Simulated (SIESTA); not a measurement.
SnO2 (Cassiterite) under changes of volume

One of the cells (11.922 Å³/atom); the others are scaled copies at fixed shape and fractional positions:

```
CELL_PARAMETERS angstrom
4.73800 0.00000 0.00000
0.00000 4.73800 0.00000
0.00000 0.00000 3.18650
ATOMIC_POSITIONS crystal
Sn 0.50000 0.50000 0.50000
Sn 0.00000 0.00000 0.00000
O 0.80710 0.19290 0.50000
O 0.69290 0.69290 0.00000
O 0.19290 0.80710 0.50000
O 0.30710 0.30710 0.00000
```

| Property | Result |
| --- | --- |
| Program | SIESTA 5.4.2 |
| Functional | PBEsol |
| Potentials or basis | PseudoDojo 0.4 standard (PBEsol files) |
| Basis | DZP (energy shift 0.002 Ry) |
| Grid cutoff | 800 Ry |
| Energy shift | 0.002 Ry |
| k mesh | 4 × 4 × 6 |
| Occupations | fermi-dirac, width 0.05 eV |
| Spin | no spin polarisation |

| volume (Å³/atom) | energy over the lowest point (meV/atom) | pressure (GPa) | gap on the mesh (eV) | largest force (eV/Å) |
| --- | --- | --- | --- | --- |
| 11.207 | 117.07 | 29.6 | 1.61 | 0.531 |
| 11.445 | 77.89 | 23.2 | 1.35 | 0.423 |
| 11.684 | 47.66 | 17.5 | 1.10 | 0.321 |
| 11.922 | 25.54 | 12.3 | 0.86 | 0.227 |
| 12.161 | ? | ? | ? | ? |
| 12.399 | 2.46 | 3.6 | 0.42 | 0.059 |
| 12.637 | 0.00 | -0.1 | 0.22 | 0.013 |

**Question.** What does the run at 12.161 Å³/atom give?

**Answer.** Energy over the lowest point 10.78 meV/atom; pressure 7.7 GPa; gap on the mesh 0.63 eV; largest force 0.140 eV/Å.

Worked out: A Birch-Murnaghan fit of order 3 (a polynomial in V^(-2/3)) to the other rows has its minimum at 12.62 Å³/atom with B0 = V·E''(V) = 188 GPa and B' = 4.7 at fixed shape and positions, which overstates the stiffness. It gives 10.72 meV/atom at 12.161 Å³/atom, against the run's 10.78, and -dE/dV = 7.7 GPa, against 7.7. A straight line through the other rows of the gap, of slope -11.6 eV per unit of ln V (its deformation potential), gives 0.65 eV, against the run's 0.63.

Energies are extrapolated to zero smearing.

Caveats: semicore shells carry a single zeta, which can move pressures by several GPa and volumes by a few percent; spin-orbit coupling is left out, which moves the levels of the heavy elements; the basis of atomic orbitals isn't converged, which shifts pressures, moduli and gaps.
